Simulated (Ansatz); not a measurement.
# Computed properties of NaH

```
CELL_PARAMETERS angstrom
0.00000 2.44000 2.44000
2.44000 0.00000 2.44000
2.44000 2.44000 0.00000
ATOMIC_POSITIONS crystal
Na 0.00000 0.00000 0.00000
H 0.50000 0.50000 0.50000
```

Atoms are numbered in the order listed.

The cell is COD entry 9008680, as deposited and not checked against the literature; nothing was relaxed.

Methods: DFT, PBE, all-electron LAPW, scalar-relativistic (Ansatz 0.2.0); DFT, PBE, PAW with Ansatz's default frozen-core files, scalar-relativistic (Ansatz 0.2.0).

For LAPW: a Γ-centred 9×9×9 k mesh, Fermi–Dirac smearing of 0.03 eV, basis error target 1 meV/atom, no spin polarisation. PAW takes a cutoff of 420 eV at this cell. The Ansatz runs share mesh, smearing and spin set-up. Values come from LAPW unless marked.

```
Pressure at this cell                                                                                                  : -0.63 GPa
Band gap                                                                                                               : 3.71 eV, indirect from W (0.5, 0.25, 0.75) to L (0.5, 0.5, 0.5)
Smallest direct gap on the path                                                                                        : 4.56 eV
Löwdin charges (with 0.02 e of the cell spilling out of the atomic basis, so their sizes and signs hang on that basis) : Na1 0.59, H2 -0.57 e
Bader charges (from the PAW run)                                                                                       : Na1 +0.81, H2 -0.81 e
Volume per atom                                                                                                        : 14.53 Å³
```
